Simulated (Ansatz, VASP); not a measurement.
## Ti: VASP beside Ansatz

```xyz
1
Lattice="0.0000 2.0579 2.0579 2.0579 0.0000 2.0579 2.0579 2.0579 0.0000" Properties=species:S:1:pos:R:3 pbc="T T T"
Ti    0.0000    0.0000    0.0000
```

Alike in both runs: functional r2SCAN; k mesh 18 × 18 × 18; occupations fermi-dirac, width 0.15 eV; no spin polarisation.

Ansatz relaxed the structure, and its values are those at the end. VASP's run is a single point on that final structure, the one shown.

|  | VASP | Ansatz |
| --- | --- | --- |
| version | VASP 6.6.1 | Ansatz 0.2.0 |
| potentials or method | VASP PAW PBE potentials, release 64 (Ti_sv) | plane waves, PAW |
| plane-wave cutoff (eV) | 520 | 500 |
| valence electrons in the cell | 12 | 12 |

Ansatz gave:

```
pressure (GPa) : 0.0
```

Problem. Which values does VASP return?

Solution. Pressure (GPa): 0.4.

Caveats: the PAW data sets were made with another functional, which shifts forces and pressure a little (VASP).
